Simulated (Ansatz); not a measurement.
A plane-wave DFT run in Ansatz 0.2.0 (scalar-relativistic PAW potentials unless the input names others): input and command.

```yaml
crystal:
  lattice:
    - [3.1302617481, 0.0, 0.0]
    - [-1.5651308741, 2.7108861944, 0.0]
    - [0.0, 0.0, 5.0181316115]
  atoms:
    - { symbol: Al, position: [0.3333333333, 0.6666666667, 0.4967314104] }
    - { symbol: Al, position: [0.6666666667, 0.3333333333, 0.9967314104] }
    - { symbol: "N", position: [0.3333333333, 0.6666666667, 0.8782685896] }
    - { symbol: "N", position: [0.6666666667, 0.3333333333, 0.3782685896] }
basis:
  ecutwfc: 420
kpoints:
  mp_grid: { grid: [12, 12, 6] }
hamiltonian:
  xc: pbe
  pseudopotentials: { kind: nc }
scf:
  occupations: { method: gaussian, width: 0.02 }
  max_iter: 60
output:
  forces: true
  eigenvalues: true
  stress: true
magnetization:
  spin_polarized: true
  spin_orbit: true
```

```bash
ansatz run input.yaml --threads 1 --pin off --max-ram 2560MiB --backend cpu --events-out ev --progress --plain --runs-dir out
```

Q: Will this input run?

A: The program refuses it, because of spin-orbit coupling on scalar files and without noncollinear: true (magnetization: not typed → {"spin_polarized": true, "spin_orbit": true}; hamiltonian.pseudopotentials: not typed → {"kind": "nc"}). Without those keys it is accepted.

Abridged log:
```
Error: 2 input errors — fix all and re-run
  1. inconsistent input (magnetization.spin_orbit, magnetization.noncollinear): true requires noncollinear: true — spin–orbit coupling acts on 2-spinor wavefunctions; set both flags
  2. inconsistent input (magnetization.spin_orbit, hamiltonian.pseudopotentials.kind): true requires a fully-relativistic hamiltonian.pseudopotentials.kind (nc_fr or paw_fr), or kind: all_electron without datasets and azcp, which then solves Dirac's equation on LAPW. paw_fr resolves this project's PAW files (source: ansatz) by j as it reads them
```